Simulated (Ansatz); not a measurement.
# Li on Mg(0001): change of the work function, part 2 of 3

How does Li on the fcc site change the work function of Mg(0001) as the layer fills?

Ansatz 0.2.0; plane-wave DFT, PBE, Ansatz PAW.

So far, work function, upper face (eV): step 2 (the clean slab) 3.79.

### Step 3. The covered slab, k-mesh 6×6×1, coverage 0.25 ML

System of this step: Li/Mg(0001). The cell holds 17 atoms: 16 Mg and 1 Li. Cell: a = 6.420 Å, b = 6.420 Å, c = 27.908 Å, α = 90.0°, β = 90.0°, γ = 60.0°. Vacuum lies along c.

The clean slab as it ended is repeated in the plane and the adsorbate is set on one face; the cell's size fixes the coverage, and the k-mesh shrinks with it to keep the sampling density about even. Adsorbate and upper layers relax, since the dipole depends on the height.

File input.yaml:

```yaml
crystal:
  lattice:
    - [6.4199999999, 0.0, 0.0]
    - [3.21, 5.5598830922, 0.0]
    - [0.0, 0.0, 27.9078774814]
  atoms:
    - { symbol: Mg, position: [0.3333333333, 0.3333333333, 0.3224895912] }
    - { symbol: Mg, position: [0.0, 0.0, 0.4158868766] }
    - { symbol: Mg, position: [0.3333333333, 0.3333333333, 0.5094668161] }
    - { symbol: Mg, position: [0.0, 0.0, 0.6037093586] }
    - { symbol: Mg, position: [0.3333333333, 0.8333333333, 0.3224895912] }
    - { symbol: Mg, position: [0.0, 0.5, 0.4158868766] }
    - { symbol: Mg, position: [0.3333333333, 0.8333333333, 0.5094668161] }
    - { symbol: Mg, position: [0.0, 0.5, 0.6037093586] }
    - { symbol: Mg, position: [0.8333333333, 0.3333333333, 0.3224895912] }
    - { symbol: Mg, position: [0.5, 0.0, 0.4158868766] }
    - { symbol: Mg, position: [0.8333333333, 0.3333333333, 0.5094668161] }
    - { symbol: Mg, position: [0.5, 0.0, 0.6037093586] }
    - { symbol: Mg, position: [0.8333333333, 0.8333333333, 0.3224895912] }
    - { symbol: Mg, position: [0.5, 0.5, 0.4158868766] }
    - { symbol: Mg, position: [0.8333333333, 0.8333333333, 0.5094668161] }
    - { symbol: Mg, position: [0.5, 0.5, 0.6037093586] }
    - { symbol: Li, position: [0.1666666667, 0.1666666667, 0.6775104088] }
kpoints:
  mp_grid: { grid: [6, 6, 1] }
hamiltonian:
  xc: pbe
scf:
  occupations: { method: fermi_dirac, width: 0.1 }
  convergence: { dr2_threshold: 1.0e-08 }
efield:
  axis: 3
  dipole_correction: true
  ramp_position: 0.97
  ramp_width: 0.06
relax:
  f_tol: 0.02
  max_steps: 60
  constraints: [{ sites: [0, 1, 4, 5, 8, 9, 12, 13] }]
output:
  dos: { projected: true, e_range: [-8, 4] }
  write_potential: true
  write_density: true
  volumetric_format: npy
  elf: true
```

Started as:

```sh
$ ansatz run input.yaml --threads 2 --pin off --max-ram 3072MiB --backend cpu --events-out ev --progress --plain --runs-dir out
```

Numbers of over 12 decimals in the logs are rounded to 6 here.

What it wrote:

```text
[...]
Crystal: 17 atoms, lattice volume = 996.156 Å³
Basis set: ecut = 420 eV, 19581 PW (Γ), exchange–correlation on 90×90×384 points (8 copies of the dense FFT grid, shifted against one another)
Bands: 99, of which v1, the nominal top of the filled ones, is band 82 counted from 1 (81 counted from 0)
Symmetry: 6 space group operations
[...]
k-points: 7 of 36 (time reversal used)
[...]
SCF iter   1: F=—  HF=-30982.896975 eV  |F-HF|=—  |Δ(HF+E_count)|=         —  Δρ=9.41e-4  dr2=6.32e-2  ethr=1.77e-3  p=0.262 e·Å  D=4.75e-2 V/Å  ΔV_dip=-1.33 eV  dr2_dipole=9.74e-5  V_vac-E_F(+/−)=2.43/3.76 eV  ⟨swp⟩=14.4  Hψ=3837  notcnv=0  defer=1
[...]
SCF iter   7: F=-30982.890854 eV  HF=-30982.890854 eV  |F-HF|=5.35e-10  |Δ(HF+E_count)|=   1.60e-8  Δρ=2.09e-7  dr2=9.80e-10  ethr=6.13e-12  p=0.264 e·Å  D=4.79e-2 V/Å  ΔV_dip=-1.34 eV  dr2_dipole=2.37e-10  V_vac-E_F(+/−)=2.39/3.73 eV  ⟨swp⟩=12.6  Hψ=4062  notcnv=0
SCF 1 converged in 7 iterations: F = -30982.890854 eV  dr2 = 9.80e-10
[...]
relax step   1: F+E_penalty+E_count = -30982.89085398 eV  Δ(F+E_penalty+E_count) = +0.000e0 eV  max|allowed force component| = 4.812e-1 eV/Å  Δτ_max = 0.0000 Å  (7 SCF iters, accepted)
[...]
SCF iter   7: F=-30982.954769 eV  HF=-30982.954769 eV  |F-HF|=4.95e-10  |Δ(HF+E_count)|=   2.89e-8  Δρ=2.17e-7  dr2=1.04e-9  ethr=6.13e-12  p=0.309 e·Å  D=5.61e-2 V/Å  ΔV_dip=-1.57 eV  dr2_dipole=2.35e-10  V_vac-E_F(+/−)=2.16/3.72 eV  ⟨swp⟩=11.7  Hψ=3948  notcnv=0
SCF 2 converged in 7 iterations: F = -30982.954769 eV  dr2 = 1.04e-9
[...]
relax step   2: F+E_penalty+E_count = -30982.95476854 eV  Δ(F+E_penalty+E_count) = -6.391e-2 eV  max|allowed force component| = 1.296e-1 eV/Å  Δτ_max = 0.1945 Å  (7 SCF iters, accepted)
SCF iter   1: F=—  HF=-30982.961820 eV  |F-HF|=—  |Δ(HF+E_count)|=         —  Δρ=3.44e-4  dr2=2.45e-3  ethr=1.15e-4  p=0.309 e·Å  D=5.61e-2 V/Å  ΔV_dip=-1.57 eV  dr2_dipole=1.31e-4  V_vac-E_F(+/−)=2.16/3.73 eV  ⟨swp⟩=3.0  Hψ=1252  notcnv=0  defer=1
[...]
SCF iter   7: F=-30982.962471 eV  HF=-30982.962471 eV  |F-HF|=1.35e-10  |Δ(HF+E_count)|=   6.94e-9  Δρ=1.38e-7  dr2=3.14e-10  ethr=6.13e-12  p=0.297 e·Å  D=5.40e-2 V/Å  ΔV_dip=-1.51 eV  dr2_dipole=9.95e-11  V_vac-E_F(+/−)=2.22/3.73 eV  ⟨swp⟩=9.3  Hψ=3554  notcnv=0
SCF 3 converged in 7 iterations: F = -30982.962471 eV  dr2 = 3.14e-10
relax step   3: F+E_penalty+E_count = -30982.96247074 eV  Δ(F+E_penalty+E_count) = -7.702e-3 eV  max|allowed force component| = 4.337e-2 eV/Å  Δτ_max = 0.0700 Å  (7 SCF iters, accepted)
SCF iter   1: F=—  HF=-30982.963733 eV  |F-HF|=—  |Δ(HF+E_count)|=         —  Δρ=1.73e-4  dr2=1.52e-3  ethr=4.99e-6  p=0.297 e·Å  D=5.40e-2 V/Å  ΔV_dip=-1.51 eV  dr2_dipole=2.67e-4  V_vac-E_F(+/−)=2.22/3.73 eV  ⟨swp⟩=4.6  Hψ=1733  notcnv=0  defer=1
[...]
SCF iter   6: F=-30982.963791 eV  HF=-30982.963791 eV  |F-HF|=4.44e-10  |Δ(HF+E_count)|=   1.37e-8  Δρ=1.28e-7  dr2=3.42e-10  ethr=6.13e-12  p=0.292 e·Å  D=5.30e-2 V/Å  ΔV_dip=-1.48 eV  dr2_dipole=7.94e-12  V_vac-E_F(+/−)=2.25/3.73 eV  ⟨swp⟩=10.3  Hψ=3917  notcnv=0
SCF 4 converged in 6 iterations: F = -30982.963791 eV  dr2 = 3.42e-10
relax step   4: F+E_penalty+E_count = -30982.96379053 eV  Δ(F+E_penalty+E_count) = -1.320e-3 eV  max|allowed force component| = 7.062e-3 eV/Å  Δτ_max = 0.0447 Å  (6 SCF iters, accepted)
NSCF: frozen V_eff on 7 k-points
[...]
SCF converged after 6 iterations
Free energy (F): -30982.963791 eV
[...]
Internal energy: -30982.703223 eV  (E = F + TS)
E sigma→0 (E₀):  -30982.833507 eV
Entropy (-TS):   -0.260567 eV (-15.327 meV/atom)
Fermi energy:    0.330946 eV
Dipole field:    D = 0.052979 V/Å  (p = 0.291657 e·Å, saw-weighted, corrected)
Work function:   Φ+ = 2.2496 eV   Φ− = 3.7281 eV
[...]
--- Forces (eV/Å), atoms counted from 1 ---
  atom   1  Mg     0.00074745     0.00043154    -0.02152892
  atom   2  Mg     0.00908631     0.00524598     0.02030446
  atom   3  Mg    -0.00228167    -0.00131732     0.00064783
  atom   4  Mg    -0.00261437    -0.00150941    -0.00523604
  atom   5  Mg    -0.00000000    -0.00086308    -0.02152892
  atom   6  Mg    -0.00000000    -0.01049197     0.02030446
  atom   7  Mg     0.00000000     0.00263464     0.00064783
  atom   8  Mg     0.00000000     0.00301882    -0.00523604
  atom   9  Mg    -0.00074745     0.00043154    -0.02152892
  atom  10  Mg    -0.00908631     0.00524598     0.02030446
  atom  11  Mg     0.00228167    -0.00131732     0.00064783
  atom  12  Mg     0.00261437    -0.00150941    -0.00523604
  atom  13  Mg     0.00000000     0.00000000    -0.01878521
  atom  14  Mg    -0.00000000    -0.00000000     0.02615866
  atom  15  Mg     0.00000000     0.00000000    -0.00133044
  atom  16  Mg    -0.00000000     0.00000000     0.00433533
  atom  17  Li    -0.00000000     0.00000000     0.00706188
  max |Σ_I F_I| component: 2.21e-6 eV/Å
--- Band table (eV; the first three rows and the last of 7) ---
  k-point 0: bands = [... 78 lower, -0.8054, -0.7838, -0.7838, -0.7288, 0.4065, 0.4829, 0.4829, 0.5518, ... 13 higher]
  k-point 1: bands = [... 78 lower, -0.6214, -0.3529, -0.3434, 0.0203, 0.3243, 0.3301, 0.8067, 0.9199, ... 13 higher]
  k-point 2: bands = [... 78 lower, -0.4953, -0.3958, 0.3778, 0.4026, 1.0061, 1.1390, 1.2249, 1.2781, ... 13 higher]
  k-point 6: bands = [... 78 lower, 0.0065, 0.0083, 0.4763, 0.5157, 0.5997, 0.6872, 0.6920, 0.7414, ... 13 higher]
--- Relaxed structure (4 steps of the walk, 4 accepted, 0 SCFs on fresh bases) ---
  F+E_penalty+E_count = -30982.96379053 eV   max|allowed force component| = 7.062e-3 eV/Å
  atoms:
    - { symbol: Mg, position: [0.333333, 0.333333, 0.3224895912] }
    - { symbol: Mg, position: [2.6667121670171404e-17, 2.66671216701714e-17, 0.415887] }
    - { symbol: Mg, position: [0.334223, 0.334223, 0.508940] }
    - { symbol: Mg, position: [-0.00180325, -0.00180325, 0.600378] }
    - { symbol: Mg, position: [0.333333, 0.833333, 0.3224895912] }
    - { symbol: Mg, position: [0.0, 0.500000, 0.415887] }
    - { symbol: Mg, position: [0.334223, 0.831554, 0.508940] }
    - { symbol: Mg, position: [-0.00180325, 0.503607, 0.600378] }
    - { symbol: Mg, position: [0.833333, 0.333333, 0.3224895912] }
    - { symbol: Mg, position: [0.5, 2.6667121670575298e-17, 0.415887] }
    - { symbol: Mg, position: [0.831554, 0.334223, 0.508940] }
    - { symbol: Mg, position: [0.503607, -0.00180325, 0.600378] }
    - { symbol: Mg, position: [0.833333, 0.833333, 0.3224895912] }
    - { symbol: Mg, position: [0.5, 0.5, 0.415887] }
    - { symbol: Mg, position: [0.833333, 0.833333, 0.507981] }
    - { symbol: Mg, position: [0.5, 0.5, 0.608066] }
    - { symbol: Li, position: [0.166667, 0.166667, 0.681185] }
```

Wall time 67 s (2 threads of Intel Xeon Platinum 8488C (Sapphire Rapids), shared host); peak memory 1.8 GiB; 2.2 min of CPU time.

Relaxation path:

```
step  energy less that of the first step (eV)  largest force component (eV/Å)
   1                                   0.0000                          0.4812
   2                                  -0.0639                          0.1296
   3                                  -0.0716                          0.0434
   4                                  -0.0729                          0.0071
```

Forces are held to the 6 operations that the run works with; a distortion that breaks them can't arise in this run.

The atoms that moved most (Å):

```
atom      dx      dy      dz  length
Mg16   0.000   0.000   0.122   0.122
Li17   0.000   0.000   0.103   0.103
 Mg8   0.000   0.020  -0.093   0.095
Mg12   0.017  -0.010  -0.093   0.095
 Mg4  -0.017  -0.010  -0.093   0.095
Mg15   0.000   0.000  -0.041   0.041
 Mg3   0.009   0.005  -0.015   0.018
Mg11  -0.009   0.005  -0.015   0.018
```

Final coordinates:

```xyz
17
Lattice="6.4200 0.0000 0.0000 3.2100 5.5599 0.0000 0.0000 0.0000 27.9079" Properties=species:S:1:pos:R:3
Mg    3.2100    1.8533    9.0000
Mg    0.0000    0.0000   11.6065
Mg    3.2186    1.8582   14.2034
Mg   -0.0174   -0.0100   16.7553
Mg    4.8150    4.6332    9.0000
Mg    1.6050    2.7799   11.6065
Mg    4.8150    4.6233   14.2034
Mg    1.6050    2.8000   16.7553
Mg    6.4200    1.8533    9.0000
Mg    3.2100    0.0000   11.6065
Mg    6.4114    1.8582   14.2034
Mg    3.2274   -0.0100   16.7553
Mg    8.0250    4.6332    9.0000
Mg    4.8150    2.7799   11.6065
Mg    8.0250    4.6332   14.1767
Mg    4.8150    2.7799   16.9698
Li    1.6050    0.9266   19.0104
```

Numbers from this step:

* energy at zero smearing: -30982.8335 eV
* work function, upper face: 2.250 eV
* work function, lower face: 3.728 eV
* dipole along the normal: 0.2917 e·Å
* step between the vacuum levels: -1.479 eV

Running mean over 2.60652 Å of the planar mean; the ramp of the sawtooth is left out. Electron's electrostatic potential energy less the Fermi level against z:

z (Å), electron's electrostatic potential energy less the Fermi level (eV) and a bar from the least value:
```
        4       3.73 ##############################
        5       3.71 ##############################
        6       3.58 #############################
        7       2.55 ##########################
        8      -2.13 ########
        9      -4.04 
       10      -4.04 
       11      -4.02 
       12      -4.03 
       13      -4.10 
       14      -4.03 
       15      -4.04 
       16      -4.01 
       17      -3.98 
       18      -1.84 #########
       19       1.44 #####################
       20       1.80 #######################
       21       2.15 ########################
       22       2.23 ########################
       23       2.25 ########################
       24       2.25 ########################
```

The density of states has structure finer than the step of the table below, so its rows give means over 0.25 eV, whole bins alone (the curve runs from -8 to 1.98 eV). Peaks (eV: height): -1.770: 17.3, -1.140: 14.6, -0.960: 19.8, -0.720: 19.9, -0.360: 16.0, 1.590: 35.4, 1.920: 16.7.

Table of density of states by energy, zero at the Fermi level; means over each step:

| energy (eV) | density of states (states/eV a cell) |
| --- | --- |
| -6.75 | 0 |
| -6.50 | 0.983 |
| -6.25 | 1.51 |
| -6.00 | 1.45 |
| -5.75 | 2.60 |
| -5.50 | 3.39 |
| -5.25 | 2.84 |
| -5.00 | 3.47 |
| -4.75 | 2.88 |
| -4.50 | 3.54 |
| -4.25 | 3.89 |
| -4.00 | 5.81 |
| -3.75 | 4.50 |
| -3.50 | 3.43 |
| -3.25 | 5.64 |
| -3.00 | 6.54 |
| -2.75 | 5.48 |
| -2.50 | 5.28 |
| -2.25 | 5.18 |
| -2.00 | 8.05 |
| -1.75 | 7.85 |
| -1.50 | 3.41 |
| -1.25 | 7.44 |
| -1.00 | 9.95 |
| -0.75 | 9.22 |
| -0.50 | 6.25 |
| -0.25 | 8.13 |
| 0.00 | 8.76 |
| 0.25 | 5.12 |
| 0.50 | 8.70 |
| 0.75 | 9.79 |
| 1.00 | 11.2 |
| 1.25 | 11.3 |
| 1.50 | 10.8 |
| 1.75 | 9.39 |

Projected DOS per atom over height of the atomic layer and energy from the Fermi level. Layers: Mg4 Mg4 Mg4 Mg4 Li from below.

Ten even steps from '_' (0.00 states/eV) to '@' (0.92 states/eV), each cell a mean:
```
________::
........##
::....::@@
......::==
..........
........==
::::::::--
::::::..::
==----==::
--::::::..
--------..
--::::--__
::::::::__
--::::--__
::..::::__
..::::::__
..::::..__
__....____
__....____
__________
__________
__________
```
Columns: height of the atomic layer (Å) from 9 to 19.0 (not evenly spaced); rows upwards: energy from the Fermi level (eV) from -7.96 to 1.95.

Electrostatic potential energy in the ca plane at fractional y = 0.000, with atoms of Mg within 0.2 Å of it. With pseudopotentials it is smooth inside the atoms' cores, unlike the true potential.

Values in eV, 9 rows by 16 columns, each cell a mean:
```
 -2 -32 -14   1   1   0 -27 -21   2   3   3   3   3   3   3   3
  1  -3   0  -1  -4   1  -2  -1   3   4   3   3   3   3   3   3
  1  -1   1  -1  -5   1   0   0   3   4   3   3   3   3   3   3
 -1 -24 -10   1   0   0 -20 -15   2   3   3   3   3   3   3   3
 -3 -43 -21   2   2   0 -37 -29   1   2   3   3   3   3   3   3
  0 -14  -5   1  -1   1 -10  -7   1   0   2   3   3   3   3   3
  1   0   1  -1  -5   1   1   1   0  -2   1   2   3   3   3   3
  0  -7  -2   0  -2   1  -5  -3   1  -1   1   2   3   3   3   3
 -2 -40 -18   2   2   0 -33 -26   1   2   2   3   3   3   3   3
```
Columns run along c (16.0 Å, from fractional 0.36 to 0.93 of the cell; values clipped at the 3rd and 97th percentile), rows up along a (6.4 Å). Atoms in or near the plane, at fractional coordinates: Mg at (0.42, 0.00), Mg at (0.60, 0.00), Mg at (0.42, 0.50), Mg at (0.60, 0.50).

Valence density in the ca plane at fractional y = 0.000, with atoms of Mg within 0.2 Å of it. It is the smooth field of the valence electrons, not physical close to the nuclei.

Values in e/Å³, 9 rows by 16 columns, each cell a mean:
```
 0  5  1  0  0  0  4  2  0  0  0  0  0  0  0  0
 0  0  0  0  0  0  0  0  0  0  0  0  0  0  0  0
 0  0  0  0  0  0  0  0  0  0  0  0  0  0  0  0
 0  3  0  0  0  0  2  1  0  0  0  0  0  0  0  0
 0 12  2  0  0  0  9  5  0  0  0  0  0  0  0  0
 0  1  0  0  0  0  0  0  0  0  0  0  0  0  0  0
 0  0  0  0  0  0  0  0  0  0  0  0  0  0  0  0
 0  0  0  0  0  0  0  0  0  0  0  0  0  0  0  0
 0 10  2  0  0  0  7  4  0  0  0  0  0  0  0  0
```
Columns run along c (16.0 Å, from fractional 0.36 to 0.93 of the cell), rows up along a (6.4 Å). Atoms in or near the plane, at fractional coordinates: Mg at (0.42, 0.00), Mg at (0.60, 0.00), Mg at (0.42, 0.50), Mg at (0.60, 0.50).

ELF in the ca plane at fractional y = 0.000, with atoms of Mg within 0.2 Å of it. It is the smooth field of the valence electrons, not physical close to the nuclei.

Ten even steps from '0' (0.00) to '9' (0.74), each cell a mean:
```
73144531688898851444404765431100000000000000
75113213777667762133115654211000000000000000
66521136763124675311356542110000000000000000
56777677641001567777886532100000000000000000
56776677641001567777886532100000000000000000
66521136763224675311356542110000000000000000
75113313677667762133115654211000000000000000
73144531688898851444404765431100000000000000
73153431588999851444414887642100000000000000
74134422688888861244217986542100000000000000
66311114775446774111159852222100000000000000
56654456652112576545799610001100000000000000
56777777641001466678999500000100000000000000
56654456652012576545799610001100000000000000
66311114775446774111159852222100000000000000
74135512688888861255217987542100000000000000
73153441588999851433414887642100000000000000
```
Columns run along c (16.0 Å, from fractional 0.36 to 0.93 of the cell), rows up along a (6.4 Å). Atoms in or near the plane, at fractional coordinates: Mg at (0.42, 0.00), Mg at (0.60, 0.00), Mg at (0.42, 0.50), Mg at (0.60, 0.50).

The relaxation took 4 steps and lowered the energy by 0.073 eV; the largest force on the free atoms ends at 0.0071 eV/Å.

By hand: a sheet of dipoles makes a step −p/(ε₀A) in the electron's potential. With e/ε₀ = 180.95 V·Å, p = 0.2917 e·Å and A = 35.69 Å², that is −180.95 × (0.2917) / 35.69 = -1.479 eV, and the two vacuum levels of the run differ by -1.479 eV.

The covered face has 2.25 eV, -1.54 eV against the clean one; the bare back face has moved by -0.06 eV, a measure of how thin the slab is.

(Continued in part 3 of 3.)

[Logs are printed without paths, hosts, clocks, repeated set-up lines and the standing remarks that a program may print on its own settings, such as how far it seeks lower states.]

[Hosts, paths, dates, database ids (printed as entryN), source tags and the programs' standing remarks are cut or masked in the printed files.]

[Maps of the electrostatic potential energy from Ansatz leave out the sawtooth potential of an applied field or a dipole correction, so their vacuum need not be flat; planar profiles and work functions include it.]

[The density of states shown here was stored with 400 of the rows of the run's finer table, so its peaks can read low, often by over a quarter, or be missed, and its means over a window can be off by a tenth or more.]
